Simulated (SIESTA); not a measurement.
Set up this calculation in SIESTA 5.4.2, as the native input.

| Property | Result |
| --- | --- |
| Task | band structure |
| Functional | BLYP |
| Potentials or basis | PseudoDojo 0.4 standard (PBE files) |
| Basis | DZP (energy shift 0.003 Ry; two zetas on semicore shells) |
| Grid cutoff | 800 Ry |
| Energy shift | 0.003 Ry |
| k mesh | 10 × 10 × 10 |
| Occupations | fermi-dirac, width 0.05 eV |
| Spin | no spin polarisation |

Crystal: NaF (Villiaumite).

```xyz
2
Lattice="0.0000 2.3200 2.3200 2.3200 0.0000 2.3200 2.3200 2.3200 0.0000" Properties=species:S:1:pos:R:3 pbc="T T T"
Na    0.0000    0.0000    0.0000
F     2.3200    2.3200    2.3200
```

One way to write it, as run:

NaF.fdf

```
SystemName                      Villiaumite
SystemLabel                     NaF
NumberOfSpecies                 2
NumberOfAtoms                   2
%block ChemicalSpeciesLabel
  1  11 Na
  2   9 F
%endblock ChemicalSpeciesLabel

LatticeConstant                 1.0 Ang
%block LatticeVectors
     0.0000000000     2.3200000000     2.3200000000
     2.3200000000     0.0000000000     2.3200000000
     2.3200000000     2.3200000000     0.0000000000
%endblock LatticeVectors
AtomicCoordinatesFormat         Fractional
%block AtomicCoordinatesAndAtomicSpecies
     0.0000000000     0.0000000000     0.0000000000  1  Na
     0.5000000000     0.5000000000     0.5000000000  2  F
%endblock AtomicCoordinatesAndAtomicSpecies

%block kgrid.MonkhorstPack
   10   0   0  0.0
    0  10   0  0.0
    0   0  10  0.0
%endblock kgrid.MonkhorstPack
XC.Functional                   GGA
XC.Authors                      BLYP
PAO.BasisSize                   DZP
PAO.EnergyShift                 0.003 Ry
Mesh.Cutoff                     800 Ry
OccupationFunction              FD
ElectronicTemperature           0.05 eV
MaxSCFIterations                120
SCF.MustConverge                false
SCF.Mixer.Method                Pulay
SCF.Mixer.Weight                0.25
SCF.Mixer.History               8
SCF.DM.Tolerance                5.0e-05
SCF.H.Tolerance                 1.0e-03 eV
WriteForces                     true
Charge.Mulliken                 end
BandLinesScale                  ReciprocalLatticeVectors
%block BandLines
    1    0.000000   0.000000   0.000000  \Gamma
   12    0.500000   0.000000   0.500000  X
    6    0.500000   0.250000   0.750000  W
    4    0.375000   0.375000   0.750000  K
   13    0.000000   0.000000   0.000000  \Gamma
   11    0.500000   0.500000   0.500000  L
    8    0.625000   0.250000   0.625000  U
    4    0.500000   0.250000   0.750000  W
    9    0.500000   0.500000   0.500000  L
    8    0.375000   0.375000   0.750000  K
    1    0.625000   0.250000   0.625000  U
    4    0.500000   0.000000   0.500000  X
%endblock BandLines
%block PAO.Basis
  Na 4
  n=2 0 2
    2.931 0.000
  n=3 0 2
    9.500 0.000
  n=2 1 2
    3.455 0.000
  n=3 1 1
    9.500
%endblock PAO.Basis
```

Potentials or basis: PseudoDojo 0.4 standard (PBE files), DZP (energy shift 0.003 Ry; two zetas on semicore shells).

Command:

```bash
$ siesta NaF.fdf > NaF.out 2>&1
```

It gave:

```json
{
 "Pressure": "2.2 GPa",
 "Band gap on the k mesh": "6.27 eV, direct",
 "Band gap along the path": "6.27 eV, direct"
}
```

Caveat: the potentials were made for another functional, which shifts forces and pressure; the basis of atomic orbitals isn't converged, which shifts pressures, moduli and gaps.

Run time: 22 s on 1 thread of AMD EPYC 9R45 96-Core Processor (Zen 5), with other jobs on the host, peak memory 0.28 GiB.
